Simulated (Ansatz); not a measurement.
# Ag (Fm-3m) in Ansatz: notebook

The runs below take Ag through single point, equation of state, with PBE+D3(BJ).

Everything below comes from runs of Ansatz 0.2.0. Logs are shortened: lines on timing, memory, paths and dates and some standing lists are left out, and cuts for length are marked.

### Step 1. The structure

It takes space group Fm-3m (No. 225, cubic). The conventional cell has a = 4.085 Å, b = 4.085 Å, c = 4.085 Å, α = 90.00°, β = 90.00°, γ = 90.00°. Ag (site symmetry m-3m) has 12 Ag at 2.89 Å as nearest neighbours.

### Step 2. Single point, PBE+D3(BJ), 16.03 Å³/atom (volume scaled by 0.94)

input.yaml

```yaml
crystal:
  lattice:
    - [0.0, 2.0010495236, 2.0010495236]
    - [2.0010495236, 0.0, 2.0010495236]
    - [2.0010495236, 2.0010495236, 0.0]
  atoms:
    - { symbol: Ag, position: [0.0, 0.0, 0.0] }
hamiltonian:
  xc: pbe
  pseudopotentials: { kind: paw }
  dispersion: d3bj
kpoints:
  mp_grid: { grid: [11, 11, 11] }
scf:
  occupations: { method: fermi_dirac, width: 0.05 }
output:
  forces: true
  stress: true
  eigenvalues: true
```

Potentials or basis: Ansatz PAW.

The run is started by

```
$ ansatz run input.yaml --threads 2 --pin off --max-ram 5120MiB --backend cpu --events-out ev --progress --plain --runs-dir out
```

The program printed:

```text
Warning: RAYON_NUM_THREADS=2 ignored (pool sized by the plan → 2); use --threads N
Engine: ansatz 0.2.0, aarch64-unknown-linux-gnu
Pseudopotentials: kind: paw
Pseudopotential: Ag, paw, valence charge 19, recommended cutoff 420 eV (normal), Ag.paw.azcp
Functional definition: PBE
  parameter kappa = 0.804
  parameter beta = 0.06672455060314922
  exchange = pbe_x(kappa = kappa, mu = beta*pi^2/3)
  correlation = pbe_c(beta = beta)
Crystal: 1 atoms, lattice volume = 16.025 Å³
Basis set: ecut = 420 eV, 331 PW (Γ), exchange–correlation on 40×40×40 points (8 copies of the dense FFT grid, shifted against one another)
Bands: 14, of which v1, the nominal top of the filled ones, is band 10 counted from 1 (9 counted from 0)
Symmetry: 48 space group operations
Space group: Fm-3m (ITA 225), of the structure as read, at distance tolerance 2.5e-5 Å
k-points: 56 of 1331
Non-local potential: Ag, projectors of the file, l = 0: 3, l = 1: 2, l = 2: 2, l = 3: 1
PAW form: soft (Blöchl's): semilocal exchange-correlation on the pseudo side does not see the compensation charge
PAW one-centre angular grid: Ag, 590 points (default); XC on 64 Gauss nodes
Initial density: superposition of atomic densities (neutral atoms: chi_scale 0, normalization atom), corrected by the library's trained network
Initial wavefunctions: pseudopotential atomic-orbital guess
Functional: x = pbe(κ = 0.804, μ = 0.2195149727645171), c = pbe(β = 0.06672455060314922)
SCF iter   1: F=—  HF=-7591.120436 eV  |F-HF|=—  |Δ(HF+E_count)|=         —  Δρ=1.02e-3  dr2=4.72e-5  ethr=1.77e-3  ⟨swp⟩=4.4  Hψ=3962  notcnv=0
preconditioner: auto → none  [insulator: Δε(μ)=0.159 eV  Ē_g=16.894 eV  σ=0.050 eV  W_gap=0.66  n_scr=8 (ndim 8)  ℏωp=30.8 eV  f_vac=0.000  D(μ)=0.21/eV (n_scr^D=0)  ε∞_Penn≈4.3]
SCF iter   2: F=—  HF=-7591.120623 eV  |F-HF|=—  |Δ(HF+E_count)|=   1.88e-4  Δρ=5.12e-4  dr2=8.64e-6  ethr=2.48e-7  ⟨swp⟩=2.4  Hψ=1724  notcnv=0
SCF iter   3: F=—  HF=-7591.120647 eV  |F-HF|=—  |Δ(HF+E_count)|=   2.38e-5  Δρ=2.77e-4  dr2=1.87e-6  ethr=4.55e-8  ⟨swp⟩=2.0  Hψ=1084  notcnv=0
SCF iter   4: F=—  HF=-7591.120657 eV  |F-HF|=—  |Δ(HF+E_count)|=   1.02e-5  Δρ=1.17e-4  dr2=3.09e-7  ethr=9.83e-9  ⟨swp⟩=2.1  Hψ=1031  notcnv=0
iter 5 did not close the SCF: its close was put off for the readings that it lacked (scf_convergence_deferred on its scf_iter line)
SCF iter   5: F=-7591.120660 eV  HF=-7591.120660 eV  |F-HF|=1.10e-7  |Δ(HF+E_count)|=   2.15e-6  Δρ=2.64e-5  dr2=1.50e-8  ethr=1.63e-9  ⟨swp⟩=2.0  Hψ=1083  notcnv=0
SCF iter   6: F=-7591.120660 eV  HF=-7591.120660 eV  |F-HF|=1.48e-9  |Δ(HF+E_count)|=   1.13e-7  Δρ=3.06e-6  dr2=2.00e-10  ethr=7.90e-11  ⟨swp⟩=2.5  Hψ=2496  notcnv=0
SCF 1 converged in 6 iterations: F = -7591.120660 eV  dr2 = 2.00e-10
SCF converged after 6 iterations
Free energy (F): -7591.120660 eV
Harris-Foulkes:  -7591.120660 eV  (|F-HF|=1.48e-9)
Internal energy: -7591.118840 eV  (E = F + TS)
E sigma→0 (E₀):  -7591.119750 eV
Entropy (-TS):   -0.001820 eV (-1.820 meV/atom)
Fermi energy:    19.031005 eV
--- Per-component energies (eV) ---
  E_band       = -210.038363
  E_kinetic    = 528.486974
  E_local      = -2096.096896  (includes V_loc(G=0)·N_el)
  E_nonlocal   = 79.616209
  E_hartree    = 962.431445
  E_xc         = -185.628176
  E_vxc        = -235.960018  (∫ρ·V_xc dr)
  E_paw        = -3901.693081  (= ΣΔE_a)
  E_vpaw       = -410.947915  (= ΣTr[D̂ρ^β])
  E_aug_tail   = 0.000302  (compensation charges beyond the density's cutoff)
  E_ewald      = -2977.607493
  E_disp       = -0.628124  (pairwise vdW)
  E_smearing   = -0.001820  (= −TS)
  E_closure    = 0.000000  (closes the sum)
  Σ components = -7591.120660   (vs F -7591.120660, Δ=0.00e0)
--- Forces (eV/Å), atoms counted from 1 ---
  atom   1  Ag    -0.00000000     0.00000000    -0.00000000
  max |Σ_I F_I| component: 5.75e-32 eV/Å
--- Stress (GPa, compression-positive) ---
        6.478391       0.000000       0.000000
        0.000000       6.478391       0.000000
        0.000000       0.000000       6.478391
  P = ⅓ Tr σ = 6.4784 GPa (64.784 kbar)
--- Band table (eV; the first three rows and the last of 56) ---
  k-point 0: bands = ["-73.3220", "-36.6897", "-36.6897", "-36.6897", "10.5732", "13.7930", "13.7930", "13.7930", "14.9516", "14.9516", "34.8103", "38.7455", "38.7455", "38.7455"]
  k-point 1: bands = ["-73.3201", "-36.7064", "-36.6922", "-36.6922", "10.8424", "13.7297", "13.8689", "13.8689", "14.9238", "14.9238", "34.8679", "36.9813", "38.9154", "38.9154"]
  k-point 2: bands = ["-73.3151", "-36.7512", "-36.6988", "-36.6988", "11.5413", "13.6807", "14.0049", "14.0049", "14.9322", "14.9322", "33.0189", "35.7855", "39.2393", "39.2393"]
  k-point 55: bands = ["-73.2911", "-36.8355", "-36.8242", "-36.7662", "12.7886", "13.2525", "13.7182", "14.9645", "16.0054", "24.4441", "24.6000", "26.5673", "28.4311", "40.4729"]
```

Run time: 0.4 s. Hardware: 2 threads of Arm Neoverse V2, shared host; peak memory 0.26 GiB.

Results:

```
Free energy            : -7591.1207 eV
Pressure               : 6.5 GPa
Band gap on the k mesh : none (metal or under the smearing width)
```

Caveat: pairwise dispersion overbinds metals, which lowers pressure and volume.

### Step 3. Single point, PBE+D3(BJ), 16.37 Å³/atom (volume scaled by 0.96)

Changes to input.yaml since step 2:

```diff
@@ -2,5 +2,5 @@
   lattice:
-    - [0.0, 2.0010495236, 2.0010495236]
-    - [2.0010495236, 0.0, 2.0010495236]
-    - [2.0010495236, 2.0010495236, 0.0]
+    - [0.0, 2.0151418859, 2.0151418859]
+    - [2.0151418859, 0.0, 2.0151418859]
+    - [2.0151418859, 2.0151418859, 0.0]
   atoms:
```

Potentials or basis: Ansatz PAW.

The run is started by

```
$ ansatz run input.yaml --threads 2 --pin off --max-ram 5120MiB --backend cpu --events-out ev --progress --plain --runs-dir out
```

It took 0.4 s on 2 threads of Arm Neoverse V2, shared host; peak memory 0.26 GiB.

The run converged. Its results:

* Free energy: -7591.1312 eV
* Pressure: 3.5 GPa
* Band gap on the k mesh: none (metal or under the smearing width)

Caveat: pairwise dispersion overbinds metals, which lowers pressure and volume.

### Step 4. Single point, PBE+D3(BJ), 16.71 Å³/atom (volume scaled by 0.98)

Changes to input.yaml since step 3:

```diff
@@ -2,5 +2,5 @@
   lattice:
-    - [0.0, 2.0151418859, 2.0151418859]
-    - [2.0151418859, 0.0, 2.0151418859]
-    - [2.0151418859, 2.0151418859, 0.0]
+    - [0.0, 2.0290398554, 2.0290398554]
+    - [2.0290398554, 0.0, 2.0290398554]
+    - [2.0290398554, 2.0290398554, 0.0]
   atoms:
```

The run is started by

```
$ ansatz run input.yaml --threads 2 --pin off --max-ram 5120MiB --backend cpu --events-out ev --progress --plain --runs-dir out
```

It took 0.4 s on 2 threads of Arm Neoverse V2, shared host; peak memory 0.26 GiB.

It converged, with:

* Free energy: -7591.1359 eV
* Pressure: 0.9 GPa
* Band gap on the k mesh: none (metal or under the smearing width)

Caveat: pairwise dispersion overbinds metals, which lowers pressure and volume.

### Step 5. Single point, PBE+D3(BJ), 17.05 Å³/atom

Changes to input.yaml since step 4:

```diff
@@ -2,5 +2,5 @@
   lattice:
-    - [0.0, 2.0290398554, 2.0290398554]
-    - [2.0290398554, 0.0, 2.0290398554]
-    - [2.0290398554, 2.0290398554, 0.0]
+    - [0.0, 2.04275, 2.04275]
+    - [2.04275, 0.0, 2.04275]
+    - [2.04275, 2.04275, 0.0]
   atoms:
```

The run is started by

```
$ ansatz run input.yaml --threads 2 --pin off --max-ram 5120MiB --backend cpu --events-out ev --progress --plain --runs-dir out
```

Run time: 0.4 s. Hardware: 2 threads of Arm Neoverse V2, shared host; peak memory 0.26 GiB.

The run converged. Its results:

* Free energy: -7591.1354 eV
* Pressure: -1.3 GPa
* Band gap on the k mesh: none (metal or under the smearing width)

Caveat: pairwise dispersion overbinds metals, which lowers pressure and volume.

### Step 6. Single point, PBE+D3(BJ), 17.39 Å³/atom (volume scaled by 1.02)

Changes to input.yaml since step 5:

```diff
@@ -2,5 +2,5 @@
   lattice:
-    - [0.0, 2.04275, 2.04275]
-    - [2.04275, 0.0, 2.04275]
-    - [2.04275, 2.04275, 0.0]
+    - [0.0, 2.05627854, 2.05627854]
+    - [2.05627854, 0.0, 2.05627854]
+    - [2.05627854, 2.05627854, 0.0]
   atoms:
@@ -19 +19,5 @@
   eigenvalues: true
+  write_density: true
+  write_potential: true
+  elf: true
+  volumetric_format: npy
```

Potentials or basis: Ansatz PAW.

The run is started by

```
$ ansatz run input.yaml --threads 2 --pin off --max-ram 5120MiB --backend cpu --events-out ev --progress --plain --runs-dir out
```

It took 0.53 s on 2 threads of Arm Neoverse V2, shared host; peak memory 0.26 GiB.

It converged, with:

* Free energy: -7591.1306 eV
* Pressure: -3.2 GPa
* Band gap on the k mesh: none (metal or under the smearing width)

Caveat: pairwise dispersion overbinds metals, which lowers pressure and volume.

### Step 7. Single point, PBE+D3(BJ), 17.73 Å³/atom (volume scaled by 1.04)

input.yaml

```yaml
crystal:
  lattice:
    - [0.0, 2.0696313722, 2.0696313722]
    - [2.0696313722, 0.0, 2.0696313722]
    - [2.0696313722, 2.0696313722, 0.0]
  atoms:
    - { symbol: Ag, position: [0.0, 0.0, 0.0] }
hamiltonian:
  xc: pbe
  pseudopotentials: { kind: paw }
  dispersion: d3bj
kpoints:
  mp_grid: { grid: [11, 11, 11] }
scf:
  occupations: { method: fermi_dirac, width: 0.05 }
output:
  forces: true
  stress: true
  eigenvalues: true
```

The run is started by

```
$ ansatz run input.yaml --threads 2 --pin off --max-ram 5120MiB --backend cpu --events-out ev --progress --plain --runs-dir out
```

It took 0.42 s on 2 threads of Arm Neoverse V2, shared host; peak memory 0.26 GiB.

The run converged. Its results:

| Property | Result |
| --- | --- |
| Free energy | -7591.1219 eV |
| Pressure | -4.9 GPa |
| Band gap on the k mesh | none (metal or under the smearing width) |

Caveat: pairwise dispersion overbinds metals, which lowers pressure and volume.

### Step 8. Single point, PBE+D3(BJ), 18.07 Å³/atom (volume scaled by 1.06)

Changes to input.yaml since step 7:

```diff
@@ -2,5 +2,5 @@
   lattice:
-    - [0.0, 2.0696313722, 2.0696313722]
-    - [2.0696313722, 0.0, 2.0696313722]
-    - [2.0696313722, 2.0696313722, 0.0]
+    - [0.0, 2.082814093, 2.082814093]
+    - [2.082814093, 0.0, 2.082814093]
+    - [2.082814093, 2.082814093, 0.0]
   atoms:
```

The run is started by

```
$ ansatz run input.yaml --threads 2 --pin off --max-ram 5120MiB --backend cpu --events-out ev --progress --plain --runs-dir out
```

Wall time 0.47 s (2 threads of Arm Neoverse V2, shared host); peak memory 0.26 GiB.

The run converged. Its results:

| Property | Result |
| --- | --- |
| Free energy | -7591.1099 eV |
| Pressure | -6.3 GPa |
| Band gap on the k mesh | none (metal or under the smearing width) |

Caveat: pairwise dispersion overbinds metals, which lowers pressure and volume.

### Step 9. Equation of state, PBE+D3(BJ)

Potentials or basis: Ansatz PAW.

This step only gathers the single runs of the series.

What came out:

```
Equilibrium volume                      : 16.84 Å³/atom
Bulk modulus                            : 112 GPa
Pressure derivative of the bulk modulus : 6.1
```

Energy against volume, from the lowest point:
```
volume (Å³/atom)  energy (meV/atom)
          16.025              15.24
          16.366               4.68
          16.707               0.00
          17.048               0.45
          17.389               5.33
          17.730              14.04
          18.071              26.05
```
